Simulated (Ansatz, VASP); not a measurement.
## Cross-check of NiTe2 (Melonite) between VASP and Ansatz

Aim: how closely do two programs agree when they are given the same cell, functional and k mesh? The structure shown comes from an earlier Ansatz run, which isn't shown and may have moved the atoms alone.

Calculated with Ansatz 0.2.0; plane waves, with VASP 6.6.1 beside it; elastic constants at LDA.

### 1. The starting structure

It takes space group P-3m1 (No. 164, trigonal). The conventional cell has a = 3.803 Å, b = 3.803 Å, c = 5.098 Å, α = 90.00°, β = 90.00°, γ = 120.00°. Ni has 6 Te at 2.54 Å nearest. Nearest to Te lie 3 Ni at 2.54 Å. Farther neighbours and most contacts between anions are not listed.

Coordinates:

```cif
data_structure
_symmetry_space_group_name_H-M 'P-3m1'
_symmetry_Int_Tables_number 164
_cell_length_a 3.8026
_cell_length_b 3.8026
_cell_length_c 5.0977
_cell_angle_alpha 90.000
_cell_angle_beta 90.000
_cell_angle_gamma 120.000
_cell_volume 63.83
loop_
_atom_site_label
_atom_site_type_symbol
_atom_site_symmetry_multiplicity
_atom_site_Wyckoff_symbol
_atom_site_fract_x
_atom_site_fract_y
_atom_site_fract_z
_atom_site_occupancy
Ni1 Ni 1 a 0.00000 0.00000 0.00000 1
Te1 Te 2 d 0.33333 0.66667 0.25161 1
```

### 2. Ansatz: elastic constants, LDA

Ansatz runs on its default PAW (the set named soft_2) files.

Elastic constants are differences of stresses under small strains, so they test the stress and the mesh.

input.yaml reads:

```yaml
crystal:
  lattice:
    - [3.802583015, 0.0, 0.0]
    - [-1.9012915075, 3.293133491, 0.0]
    - [0.0, 0.0, 5.0976544601]
  atoms:
    - { symbol: Ni, position: [0.0, 0.0, 0.0] }
    - { symbol: Te, position: [0.3333333333, 0.6666666667, 0.2516033446] }
    - { symbol: Te, position: [0.6666666667, 0.3333333333, 0.7483966554] }
kpoints:
  mp_grid: { grid: [9, 9, 6] }
hamiltonian:
  xc: lda
scf:
  occupations: { method: methfessel_paxton, width: 0.25 }
output:
  forces: true
  stress: true
  eigenvalues: true
elastic:
  mode: relaxed_ion
  stencil: two_point
  amplitude: 0.01
```

Run with:

```
> ansatz run input.yaml --threads 8 --pin off --max-ram 16384MiB --backend cpu --events-out ev --progress --plain --runs-dir out
```

Numbers of over 12 decimals in the logs are rounded to 6 here.

Log:

```text
Engine: ansatz 0.2.0, x86_64-unknown-linux-gnu
Pseudopotentials: kind: paw
Pseudopotential: Ni, paw, valence charge 18, recommended cutoff 420 eV (normal), Ni.paw.azcp
Pseudopotential: Te, paw, valence charge 16, recommended cutoff 420 eV (normal), Te.paw.azcp
Functional definition: SPW92
  exchange = slater_x
  correlation = pw_c
Crystal: 3 atoms, lattice volume = 63.835 Å³
Basis set: ecut = 420 eV, 1253 PW (Γ)
Bands: 30, of which v1, the nominal top of the filled ones, is band 25 counted from 1 (24 counted from 0)
Symmetry: 12 space group operations
Space group: P-3m1 (ITA 164), of the structure as read, at distance tolerance 4.0e-5 Å
k-points: 62 of 486
Non-local potential: Ni, projectors of the file, l = 0: 3, l = 1: 2, l = 2: 3, l = 3: 1
Non-local potential: Te, projectors of the file, l = 0: 2, l = 1: 2, l = 2: 2, l = 3: 2
PAW form: soft (Blöchl's): semilocal exchange-correlation on the pseudo side does not see the compensation charge
PAW frozen core: Ni, regenerated for the run's functional, and the local potential with it (the file was generated under x = pbe(κ = 0.804, μ = 0.219515), c = pbe(β = 0.066725))
PAW frozen core: Te, regenerated for the run's functional, and the local potential with it (the file was generated under x = pbe(κ = 0.804, μ = 0.219515), c = pbe(β = 0.066725))
PAW one-centre angular grid: Ni, 590 points (default); XC on 64 Gauss nodes
PAW one-centre angular grid: Te, 590 points (default); XC on 64 Gauss nodes
Initial density: superposition of atomic densities (neutral atoms: chi_scale 0, normalization atom), corrected by the library's trained network
Initial wavefunctions: pseudopotential atomic-orbital guess
Functional: x = slater, c = lda
SCF iter   1: F=—  HF=-19428.593059 eV  |F-HF|=—  |Δ(HF+E_count)|=         —  Δρ=1.36e-2  dr2=6.15e-2  ethr=1.77e-3  ⟨swp⟩=5.5  Hψ=7336  notcnv=0
preconditioner: auto → LDOS  [metal: Δε(μ)=0.001 eV  Ē_g=8.516 eV  σ=0.250 eV  W_gap=0.00  n_scr=22 (ndim 8)  ℏωp=21.8 eV  f_vac=0.010  D(μ)=1.67/eV (n_scr^D=8)  β→1.0]
SCF iter   2: F=—  HF=-19428.595862 eV  |F-HF|=—  |Δ(HF+E_count)|=   2.80e-3  S|Δr|=    0.00e0  Δρ=1.39e-2  dr2=6.81e-2  ethr=1.23e-4  ⟨swp⟩=2.0  Hψ=4066  notcnv=0
preconditioner: auto → Kerker (q_TF=auto, 2.619 Å⁻¹)  [metal: Δε(μ)=0.020 eV  Ē_g=8.553 eV  σ=0.250 eV  W_gap=0.07  n_scr=22 (ndim 8)  ℏωp=21.8 eV  f_vac=0.008  D(μ)=1.68/eV (n_scr^D=8)  β→0.5]
SCF iter   3: F=—  HF=-19428.584134 eV  |F-HF|=—  |Δ(HF+E_count)|=   1.17e-2  S|Δr|=    0.00e0  Δρ=3.08e-3  dr2=5.07e-3  ethr=1.23e-4  ⟨swp⟩=2.0  Hψ=2395  notcnv=0
SCF iter   4: F=—  HF=-19428.583783 eV  |F-HF|=—  |Δ(HF+E_count)|=   3.51e-4  S|Δr|=    0.00e0  Δρ=9.76e-4  dr2=1.04e-3  ethr=1.01e-5  ⟨swp⟩=1.0  Hψ=1848  notcnv=0
SCF iter   5: F=—  HF=-19428.583622 eV  |F-HF|=—  |Δ(HF+E_count)|=   1.61e-4  S|Δr|=    0.00e0  Δρ=1.84e-4  dr2=7.33e-5  ethr=2.08e-6  ⟨swp⟩=1.5  Hψ=1904  notcnv=0
SCF iter   6: F=—  HF=-19428.583610 eV  |F-HF|=—  |Δ(HF+E_count)|=   1.22e-5  S|Δr|=    0.00e0  Δρ=8.39e-5  dr2=4.63e-6  ethr=1.47e-7  ⟨swp⟩=2.0  Hψ=2382  notcnv=0
SCF iter   7: F=—  HF=-19428.583609 eV  |F-HF|=—  |Δ(HF+E_count)|=   1.08e-6  S|Δr|=    0.00e0  Δρ=1.78e-5  dr2=5.38e-7  ethr=9.25e-9  ⟨swp⟩=1.5  Hψ=1933  notcnv=0
SCF iter   8: F=—  HF=-19428.583609 eV  |F-HF|=—  |Δ(HF+E_count)|=   1.23e-7  S|Δr|=    0.00e0  Δρ=8.61e-6  dr2=5.14e-8  ethr=1.08e-9  ⟨swp⟩=2.0  Hψ=2446  notcnv=0
SCF iter   9: F=—  HF=-19428.583609 eV  |F-HF|=—  |Δ(HF+E_count)|=   1.64e-8  S|Δr|=    0.00e0  Δρ=2.37e-6  dr2=4.76e-9  ethr=1.03e-10  ⟨swp⟩=2.5  Hψ=3512  notcnv=0
SCF iter  10: F=—  HF=-19428.583609 eV  |F-HF|=—  |Δ(HF+E_count)|=  3.20e-10  S|Δr|=    0.00e0  Δρ=9.48e-7  dr2=7.97e-10  ethr=9.51e-12  ⟨swp⟩=2.1  Hψ=2450  notcnv=0
SCF iter  11: F=—  HF=-19428.583609 eV  |F-HF|=—  |Δ(HF+E_count)|=  3.64e-11  S|Δr|=    0.00e0  Δρ=4.44e-7  dr2=1.11e-10  ethr=1.59e-12  ⟨swp⟩=2.1  Hψ=2903  notcnv=0
SCF iter  12: F=—  HF=-19428.583609 eV  |F-HF|=—  |Δ(HF+E_count)|=  4.00e-11  S|Δr|=    0.00e0  Δρ=1.10e-7  dr2=6.53e-12  ethr=2.22e-13 (applied; sched 1.00e-12)  ⟨swp⟩=2.1  Hψ=3030  notcnv=0  defer=11
SCF iter  13: F=—  HF=-19428.583609 eV  |F-HF|=—  |Δ(HF+E_count)|=  3.64e-12  S|Δr|=    0.00e0  Δρ=2.07e-8  dr2=1.87e-13  ethr=1.31e-14 (applied; sched 1.00e-12)  ⟨swp⟩=2.0  Hψ=3145  notcnv=0  defer=12
SCF iter  14: F=-19428.583609 eV  HF=-19428.583609 eV  |F-HF|=0.00e0  |Δ(HF+E_count)|=    0.00e0  S|Δr|=    0.00e0  Δρ=6.06e-9  dr2=2.42e-14  ethr=1.00e-12  ⟨swp⟩=5.4  Hψ=6395  notcnv=0
SCF 1 converged in 14 iterations: F = -19428.583609 eV  dr2 = 2.42e-14
  greatest PAW one-centre occupation: 1.002 electrons in one spin orbital (limit 2), on the Ni atom at site 0 (counted from 0), in its partial waves of l = 1
relax step   1: F+E_penalty+E_count = -19428.58360903 eV  Δ(F+E_penalty+E_count) = +0.000e0 eV  max|allowed force component| = 1.797e-4 eV/Å  Δτ_max = 0.0000 Å  (14 SCF iters, accepted)
[...]
relax step   2: F+E_penalty+E_count = -19428.58302161 eV  Δ(F+E_penalty+E_count) = -5.061e-4 eV  max|allowed force component| = 3.858e-3 eV/Å  Δτ_max = 0.0110 Å  (11 SCF iters, accepted)
[...]
relax step   3: F+E_penalty+E_count = -19428.58302379 eV  Δ(F+E_penalty+E_count) = -2.187e-6 eV  max|allowed force component| = 4.948e-5 eV/Å  Δτ_max = 0.0006 Å  (9 SCF iters, accepted)
iter 1 solved again at ethr=1.00e-12 eV; its pass at ethr=3.10e-3 eV (dr2=4.24e-14 eV) is discarded
SCF iter   1: F=—  HF=-19428.583024 eV  |F-HF|=—  |Δ(HF+E_count)|=         —  Δρ=8.05e-9  dr2=4.38e-14  ethr=1.00e-12  ⟨swp⟩=2.6  Hψ=19087  notcnv=0
SCF iter   2: F=-19428.583024 eV  HF=-19428.583024 eV  |F-HF|=0.00e0  |Δ(HF+E_count)|=  3.64e-12  S|Δr|=    0.00e0  Δρ=6.37e-9  dr2=3.39e-14  ethr=1.00e-12  ⟨swp⟩=4.4  Hψ=15070  notcnv=0
SCF 35 converged in 2 iterations: F = -19428.583024 eV  dr2 = 3.39e-14
SCF converged after 10 iterations
Stability not checked: this state was not tested for a lower state beside it, because cold or Methfessel-Paxton smearing, or corrected tetrahedra, fill the levels in a way that the test cannot read (fill_not_monotonic; see scf.lower_state_search)
Free energy (F): -19428.583609 eV
Harris-Foulkes:  -19428.583609 eV  (|F-HF|=7.28e-12)
Internal energy: -19428.583622 eV  (E = F + TS)
E sigma→0 (E₀):  -19428.583612 eV
Entropy (-TS):   0.000013 eV (0.004 meV/atom)
Fermi energy:    13.234700 eV
--- Per-component energies (eV) ---
  E_band       = -772.956874
  E_kinetic    = 652.516372
  E_local      = -6785.479716  (includes V_loc(G=0)·N_el)
  E_nonlocal   = 31.598400
  E_hartree    = 3473.329068
  E_xc         = -334.749921
  E_vxc        = -322.452173  (∫ρ·V_xc dr)
  E_paw        = -10586.063428  (= ΣΔE_a)
  E_vpaw       = -1295.797870  (= ΣTr[D̂ρ^β])
  E_aug_tail   = -0.000024  (compensation charges beyond the density's cutoff)
  E_ewald      = -5881.525816
  E_core_change = 1.791443  (= ΣΔE_core)
  E_smearing   = 0.000013  (= −TS)
  E_closure    = -0.000000  (closes the sum)
  Σ components = -19428.583609   (vs F -19428.583609, Δ=0.00e0)
--- Forces (eV/Å), atoms counted from 1 ---
  atom   1  Ni     0.00000000     0.00000000     0.00000000
  atom   2  Te    -0.00000000     0.00000000     0.00000001
  atom   3  Te     0.00000000    -0.00000000    -0.00000001
  max |Σ_I F_I| component: 4.21e-30 eV/Å
--- Stress (GPa, compression-positive) ---
       -0.000375      -0.000000      -0.000000
       -0.000000      -0.000375       0.000000
       -0.000000       0.000000      -0.009504
  P = ⅓ Tr σ = -0.0034 GPa (-0.034 kbar)
--- Band table (eV; the first three rows and the last of 62) ---
  k-point 0: bands = [... 21 lower, 11.4293, 13.4982, 13.4982, 14.1118, 14.1118, 15.8251, 16.6236, 18.8606, ... 1 higher]
  k-point 1: bands = [... 21 lower, 11.4353, 13.2681, 13.2681, 14.3902, 14.3902, 15.0993, 16.8126, 19.0983, ... 1 higher]
  k-point 2: bands = [... 21 lower, 11.4459, 12.9786, 12.9786, 13.6105, 14.7943, 14.7943, 17.3661, 18.8104, ... 1 higher]
  k-point 61: bands = [... 21 lower, 10.5271, 11.0522, 11.3462, 11.3462, 15.6216, 15.6216, 20.4274, 20.4274, ... 1 higher]
--- Elastic constants: 3 strain directions × 2 members + reference (group order 12) ---
  dense FFT box of the reference and of every strained cell: 27×27×36
  strains applied: 11, 33, 23; error gains: componentwise 1.00 (the most a stress slope's error grows in a printed constant), spectral 1.41 (1 for all six strains in a standard setting)
  reference relaxed by the batch: 3 steps; max|allowed force component| 1.80e-4 eV/Å at the deck's positions, 1.34e-8 at the last accepted step, 8.71e-9 by the solve of record
  largest displacement 1.7e-5 Å; the constants are those of the deck's cell at these positions:
  atoms:
    - { symbol: Ni, position: [0, 0.0, 0.0] }
    - { symbol: Te, position: [0.333333, 0.666667, 0.251607] }
    - { symbol: Te, position: [0.666667, 0.333333, 0.748393] }
  C = ∂σ_k/∂η_j (tension-positive GPa; Voigt order 11 22 33 23 13 12):
       151.540     52.954     47.065    -15.776     -0.000      0.000
        52.954    151.540     47.065     15.776     -0.000      0.000
        47.028     47.028     85.940     -0.000     -0.000     -0.000
       -15.838     15.838      0.000     29.600     -0.000      0.000
         0.000     -0.000     -0.000      0.000     29.600    -15.838
        -0.000      0.000      0.000      0.000    -15.776     49.293
  reference stress σ⁰ (GPa):      0.000      0.000      0.010     -0.000      0.000      0.000
  C* (energy form; C + prestress term) asymmetry max|C*_kj − C*_jk| = 6.202e-2 GPa — a small one proves nothing (zero by symmetry where the batch's group is 432, −43m or m−3m); a large one is finite-difference/SCF noise where every solve meets its electron count
  moduli (Voigt/Reuss/Hill, GPa): K = 75.90/69.86/72.88   G = 37.83/30.28/34.05   E = 88.40   ν = 0.298
  mechanically stable: yes (min eigenvalue of sym C = 20.82 GPa)
  strain η (Voigt 11):  stress-route row diagonal C_11 = 151.54 GPa, energy-path curvature d²(F+E_count+ΔE)/dδ²/Ω₀ = 151.38 GPa
         δ    σ_11 (GPa)             F (eV)   n_scf  n_hpsi   n_pw
    -1.000e-2      -1.5452      -19428.5805445       2   36298   1253   relax 6 steps, max|allowed force component| 4.22e-6 eV/Å
     1.000e-2       1.4855      -19428.5806262       2   37082   1285   relax 4 steps, max|allowed force component| 9.85e-7 eV/Å
  strain η (Voigt 33):  stress-route row diagonal C_33 = 85.94 GPa, energy-path curvature d²(F+E_count+ΔE)/dδ²/Ω₀ = 85.93 GPa
         δ    σ_33 (GPa)             F (eV)   n_scf  n_hpsi   n_pw
    -1.000e-2      -0.9051      -19428.5818563       2   15958   1253   relax 3 steps, max|allowed force component| 2.73e-5 eV/Å
     1.000e-2       0.8137      -19428.5819220       2   16179   1277   relax 4 steps, max|allowed force component| 6.42e-6 eV/Å
  strain η (Voigt 23):  stress-route row diagonal C_44 = 29.60 GPa, energy-path curvature d²(F+E_count+ΔE)/dδ²/Ω₀ = 29.62 GPa
         δ    σ_23 (GPa)             F (eV)   n_scf  n_hpsi   n_pw
    -1.000e-2      -0.3093      -19428.5829875       2   36728   1263   relax 5 steps, max|allowed force component| 8.10e-7 eV/Å
     1.000e-2       0.2827      -19428.5830238       2   36767   1263   relax 3 steps, max|allowed force component| 4.95e-5 eV/Å
```

(Part 1 of 2 ends here.)

[Lines on the potential files, build, host, timing and source positions are cut from VASP's logs without a mark.]

[Logs are printed without paths, hosts, clocks, repeated set-up lines and the standing remarks that a program may print on its own settings, such as how far it seeks lower states.]

[Hosts, paths, dates, database ids (printed as entryN), source tags and the programs' standing remarks are cut or masked in the printed files.]
